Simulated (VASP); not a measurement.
SnO2 under changes of volume

One of the cells (30.502 Å³/atom); the others are scaled copies at fixed shape and fractional positions:

```
Sn O
1.0
     3.04329    0.00000    0.00000
     0.00000    4.99756    0.00000
     0.00000    0.00000    6.01654
Sn O
1 2
Direct
  0.50000 0.50000 0.00000
  0.00000 0.50000 0.77572
  0.00000 0.50000 0.22428
```

The cell was built by a generator and needn't be a form met in nature.

* Program: VASP 6.6.1
* Functional: PBE
* Potentials or basis: VASP PAW PBE potentials, release 64 (Sn_d, O)
* Cutoff: 520 eV
* k mesh: 9 × 6 × 5
* Occupations: fermi-dirac, width 0.05 eV
* Spin: no spin polarisation

```csv
volume (Å³/atom),energy over the lowest point (meV/atom),pressure (GPa),gap on the mesh (eV),largest force (eV/Å)
28.110,?,?,?,?
28.708,16.98,3.4,1.31,0.709
29.306,6.49,2.0,1.30,0.389
30.502,0.00,-0.4,1.27,0.176
31.100,2.99,-1.4,1.26,0.425
31.698,9.57,-2.3,1.24,0.655
```

**Question.** What does the run at 28.110 Å³/atom give?

**Answer.** Energy over the lowest point 33.04 meV/atom; pressure 5.0 GPa; gap on the mesh 1.31 eV; largest force 1.057 eV/Å.

Worked out: A Birch-Murnaghan fit of order 3 (a polynomial in V^(-2/3)) to the other rows has its minimum at 30.35 Å³/atom with B0 = V·E''(V) = 56 GPa and B' = 4.6 at fixed shape and positions, which overstates the stiffness. It gives 33.07 meV/atom at 28.110 Å³/atom, against the run's 33.04, and -dE/dV = 5.1 GPa, against 5.0. A straight line through the other rows of the gap, of slope -0.697 eV per unit of ln V, extrapolates to 1.33 eV, against the run's 1.31.

Energies are extrapolated to zero smearing.

Caveats: spin-orbit coupling is left out, which moves the levels of the heavy elements; an odd mesh through Γ misses points on the zone boundary, where band edges often lie; forces of over 1 eV/Å show positions far from the minimum, so gaps and moduli don't describe the material at rest (some runs).
